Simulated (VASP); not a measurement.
**VASP 6.6.1, PBE single-point calculation, Be2C (strained antifluorite)**

INCAR

```
LWAVE = .FALSE.
LCHARG = .FALSE.
GGA = PE
LASPH = .TRUE.
LREAL = .FALSE.
NSW = 0
EDIFF = 1E-7
ISIF = 2
NELM = 120
NBANDS = 11
SIGMA = 0.02
IBRION = -1
ENCUT = 520
ISMEAR = -1
PREC = Accurate
```

KPOINTS

```
KPOINTS created by Atomic Simulation Environment
0
Gamma
10 10 10
0 0 0
```

KPOINTS_OPT

```
special points
7
Reciprocal
0.0000000000 0.0000000000 0.0000000000 1
0.5000000000 0.0000000000 0.5000000000 1
0.6250000000 0.2500000000 0.6250000000 1
0.3750000000 0.3750000000 0.7500000000 1
0.5000000000 0.5000000000 0.5000000000 1
0.5000000000 0.2500000000 0.7500000000 1
0.0000000000 0.5000000000 0.5000000000 1
```

POSCAR

```
C  Be
 1.0000000000000000
     0.0000000000000000    2.1496832103000001    2.1608126524000002
     2.1496832103000001    0.0000000000000000    2.1608126524000002
     2.1496832103000001    2.1496832103000001    0.0000000000000000
 C   Be
   1   2
Cartesian
  0.0000000000000000  0.0000000000000000  0.0000000000000000
  1.0748416051500000  1.0748416051500000  1.0804063262000001
  3.2245248154500001  3.2245248154500001  3.2412189785999996
```

VASP ran with the recommended PBE PAW datasets (8 valence electrons in the cell).

Command

```
mpirun -np 1 vasp_std
```

From OUTCAR

```
k-points           NKPTS =    102   k-points in BZ     NKDIM =    102   number of bands    NBANDS=     11

   NELECT =       8.0000    total number of electrons

   dimension x,y,z NGX =    24 NGY =   24 NGZ =   24
   dimension x,y,z NGXF=    48 NGYF=   48 NGZF=   48

  energy-cutoff  :      520.00
  volume of cell :       19.97
      direct lattice vectors                 reciprocal lattice vectors
     0.000000000  2.149683210  2.160812652    -0.232592411  0.232592411  0.231394424
     2.149683210  0.000000000  2.160812652     0.232592411 -0.232592411  0.231394424
     2.149683210  2.149683210  0.000000000     0.232592411  0.232592411 -0.231394424

 k-points in reciprocal lattice and weights: KPOINTS created by Atomic Simulation Env
   0.00000000  0.00000000  0.00000000       0.001
   0.10000000  0.00000000  0.00000000       0.008
   0.20000000  0.00000000  0.00000000       0.008
   0.30000000  0.00000000  0.00000000       0.008
   0.40000000  0.00000000  0.00000000       0.008
   0.50000000  0.00000000  0.00000000       0.004
   0.10000000  0.10000000  0.00000000       0.002
   0.20000000  0.10000000  0.00000000       0.008
   ...

 E-fermi :   8.3454

 k-point     1 :       0.0000    0.0000    0.0000
  band No.  band energies     occupation
      1      -7.2728      2.00000
      2       7.8521      2.00000
      3       7.8963      2.00000
      4       7.8963      2.00000
      5      12.0131      0.00000
      6      12.0131      0.00000
      7      12.0895      0.00000
      8      14.8053      0.00000
      9      21.0353      0.00000
     10      21.2413      0.00000
     11      21.2413      0.00000

 k-point     2 :       0.1000    0.0000    0.0000
  band No.  band energies     occupation
      1      -7.1117      2.00000
      2       6.5437      2.00000
      3       7.5565      2.00000
      4       7.5885      2.00000
      5      12.4669      0.00000
      6      12.5066      0.00000
      7      12.8944      0.00000
      8      15.1732      0.00000
      9      20.0408      0.00000
     10      20.1597      0.00000
     11      21.5764      0.00000

 k-point     3 :       0.2000    0.0000    0.0000
  band No.  band energies     occupation
      1      -6.6347      2.00000
      2       4.1898      2.00000
      3       6.9581      2.00000
      4       6.9992      2.00000
      5      13.2327      0.00000
      6      13.2406      0.00000
      7      13.8451      0.00000
      8      16.1271      0.00000
      9      19.1484      0.00000
     10      19.2020      0.00000
     11      22.6773      0.00000

 k-point     4 :       0.3000    0.0000    0.0000
  band No.  band energies     occupation
      1      -5.8704      2.00000
      2       1.8757      2.00000
      3       6.4341      2.00000
      4       6.4864      2.00000
      5      13.3600      0.00000
      6      13.4012      0.00000
      7      14.4673      0.00000
      8      17.0279      0.00000
      9      19.7473      0.00000
     10      19.7773      0.00000
     11      23.9742      0.00000

 k-point     5 :       0.4000    0.0000    0.0000
  band No.  band energies     occupation
      1      -4.9362      2.00000
      2      -0.0397      2.00000
      3       6.1048      2.00000
      4       6.1661      2.00000
      5      13.0467      0.00000
      6      13.1085      0.00000
      7      14.8971      0.00000
      8      17.5969      0.00000
      9      21.4034      0.00000
     10      21.4862      0.00000
     11      24.8729      0.00000

 k-point     6 :       0.5000    0.0000    0.0000
  band No.  band energies     occupation
      1      -4.3695      2.00000
      2      -0.9403      2.00000
      3       5.9946      2.00000
      4       6.0593      2.00000
      5      12.8824      0.00000
      6      12.9478      0.00000
      7      15.0597      0.00000
      8      17.7971      0.00000
      9      22.5028      0.00000
     10      22.6071      0.00000
     11      25.2484      0.00000

 k-point     7 :       0.1000    0.1000    0.0000
  band No.  band energies     occupation
      1      -7.0600      2.00000
      2       6.9485      2.00000
      3       6.9485      2.00000
      4       7.1607      2.00000
      5      12.2397      0.00000
      6      13.1775      0.00000
      7      13.1775      0.00000
      8      14.9732      0.00000
      9      18.8457      0.00000
     10      21.8212      0.00000
     11      21.8212      0.00000

 k-point     8 :       0.2000    0.1000    0.0000
  band No.  band energies     occupation
      1      -6.6909      2.00000
      2       4.9821      2.00000
      3       6.2373      2.00000
      4       6.9837      2.00000
      5      12.6999      0.00000
      6      14.1190      0.00000
      7      14.1337      0.00000
      8      14.9148      0.00000
      9      18.5001      0.00000
     10      21.3923      0.00000
     11      22.6926      0.00000

 k-point     9 :       0.3000    0.1000    0.0000
  band No.  band energies     occupation
      1      -6.0234      2.00000
      2       2.6943      2.00000
      3       5.7318      2.00000
      4       6.4684      2.00000
      5      12.9953      0.00000
      6      14.5167      0.00000
      7      14.7244      0.00000
      8      15.6453      0.00000
      9      19.1024      0.00000
     10      21.3797      0.00000
     11      23.8864      0.00000

 k-point    10 :       0.4000    0.1000    0.0000
  band No.  band energies     occupation
      1      -5.1310      2.00000
      2       0.6542      2.00000
      3       5.5187      2.00000
      4       5.8712      2.00000
      5      12.7767      0.00000
      6      14.2156      0.00000
      7      15.2856      0.00000
      8      17.0587      0.00000
      9      20.0870      0.00000
     10      22.3784      0.00000
     11      24.8097      0.00000

 k-point    11 :       0.5000    0.1000    0.0000
  band No.  band energies     occupation
      1      -4.3429      2.00000
      2      -0.6764      2.00000
      3       5.3888      2.00000
      4       5.6066      2.00000
      5      12.7557      0.00000
      6      13.7779      0.00000
      7      15.5381      0.00000
      8      18.0987      0.00000
      9      21.4199      0.00000
     10      22.5775      0.00000
     11      25.1757      0.00000

 k-point    12 :      -0.4000    0.1000    0.0000
  band No.  band energies     occupation
      1      -4.5381      2.00000
      2      -0.3761      2.00000
      3       5.1250      2.00000
      4       5.9635      2.00000
      5      13.0764      0.00000
      6      13.5669      0.00000
      7      15.4599      0.00000
      8      18.0583      0.00000
      9      20.7635      0.00000
     10      22.5214      0.00000
     11      25.0223      0.00000

 k-point    13 :      -0.3000    0.1000    0.0000
  band No.  band energies     occupation
      1      -5.4334      2.00000
      2       1.2626      2.00000
      3       5.1390      2.00000
      4       6.5243      2.00000
      5      13.5847      0.00000
      6      13.6225      0.00000
      7      15.1085      0.00000
      8      17.1917      0.00000
      9      18.6429      0.00000
     10      22.2896      0.00000
     11      24.5293      0.00000

 k-point    14 :      -0.2000    0.1000    0.0000
  band No.  band energies     occupation
      1      -6.2689      2.00000
      2       3.4038      2.00000
      3       5.4616      2.00000
      4       7.1748      2.00000
      5      13.3488      0.00000
      6      13.9313      0.00000
      7      14.6779      0.00000
      8      16.0051      0.00000
      9      17.6232      0.00000
     10      21.5329      0.00000
     11      23.4054      0.00000

 k-point    15 :      -0.1000    0.1000    0.0000
  band No.  band energies     occupation
      1      -6.8440      2.00000
      2       5.5116      2.00000
      3       6.2044      2.00000
      4       7.6692      2.00000
      5      12.6308      0.00000
      6      13.4728      0.00000
      7      13.7614      0.00000
      8      15.4256      0.00000
      9      18.3579      0.00000
     10      20.9386      0.00000
     11      22.1726      0.00000

 k-point    16 :       0.2000    0.2000    0.0000
  band No.  band energies     occupation
      1      -6.4349      2.00000
      2       5.4279      2.00000
      3       5.4279      2.00000
      4       5.5993      2.00000
      5      12.6434      0.00000
      6      13.2590      0.00000
      7      15.3141      0.00000
      8      15.3141      0.00000
      9      19.0620      0.00000
     10      23.4719      0.00000
     11      23.4719      0.00000

 ...

  Total        0.5609679      0.5609679      0.1964555      0.0000000     -0.0000000      0.0000000
  in kB       45.0041495     45.0041495     15.7608197      0.0000000     -0.0000000      0.0000000
  external PRESSURE =      35.2563729 kB  Pullay stress =       0.0000000 kB

 POSITION                                       TOTAL-FORCE (eV/Angst)
 -----------------------------------------------------------------------------------
      0.00000      0.00000      0.00000         0.000000     -0.000000      0.000000
      1.07484      1.07484      1.08041        -0.000000     -0.000000      0.000000
      3.22452      3.22452      3.24122         0.000000      0.000000     -0.000000
 -----------------------------------------------------------------------------------
    total drift:                               -0.000000     -0.000000      0.000000

  FREE ENERGIE OF THE ION-ELECTRON SYSTEM (eV)
  ---------------------------------------------------
  free  energy   TOTEN  =       -17.4513629447 eV

  energy  without entropy=      -17.4513629447  energy(sigma->0) =      -17.45136294
```

```yaml
gap_between_bands_v_and_c: 1.13 eV
least_direct_gap: 4.12 eV
pressure: 3.5 GPa
```

Band v is the last that the valence electrons fill when counted band by band, and c is the next.

The run took about 11 s on one core of a shared host (Intel Xeon Platinum 8488C) and held 0.15 GiB at most.
